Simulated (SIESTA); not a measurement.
**TePb under changes of volume**

One of the cells (33.730 Å³/atom); the others are scaled copies at fixed shape and fractional positions:

```
CELL_PARAMETERS angstrom
0.00000 3.23100 3.23100
3.23100 0.00000 3.23100
3.23100 3.23100 0.00000
ATOMIC_POSITIONS crystal
Pb 0.00000 0.00000 0.00000
Te 0.50000 0.50000 0.50000
```

| Item | Value |
| --- | --- |
| Program | SIESTA 5.4.2 |
| Functional | PBE |
| Potentials or basis | PseudoDojo 0.4 standard (PBE files) |
| Basis | DZDP (energy shift 0.005 Ry) |
| Grid cutoff | 500 Ry |
| Energy shift | 0.005 Ry |
| k mesh | 7 × 7 × 7 |
| Occupations | fermi-dirac, width 0.05 eV |
| Spin | no spin polarisation |

| volume (Å³/atom) | energy over the lowest point (meV/atom) | pressure (GPa) |
| --- | --- | --- |
| 31.706 | ? | ? |
| 32.380 | 45.56 | 4.7 |
| 33.055 | 28.26 | 3.6 |
| 33.730 | 16.66 | 2.6 |
| 34.404 | 7.66 | 1.7 |
| 35.079 | 2.17 | 0.9 |
| 35.753 | 0.00 | 0.2 |

Problem. What does the run at 31.706 Å³/atom give?

Solution. Energy over the lowest point 67.59 meV/atom; pressure 5.8 GPa.

Worked out: A Birch-Murnaghan fit of order 3 (a polynomial in V^(-2/3)) to the other rows has its minimum at 36.10 Å³/atom, just outside them, with B0 = V·E''(V) = 28 GPa and B' = 7.3. It gives 67.33 meV/atom at 31.706 Å³/atom, against the run's 67.59, and -dE/dV = 5.9 GPa, against 5.8.

Energies are extrapolated to zero smearing.

Caveats: semicore shells carry a single zeta, which can move pressures by several GPa and volumes by a few percent; the basis of atomic orbitals isn't converged, which shifts pressures, moduli and gaps.
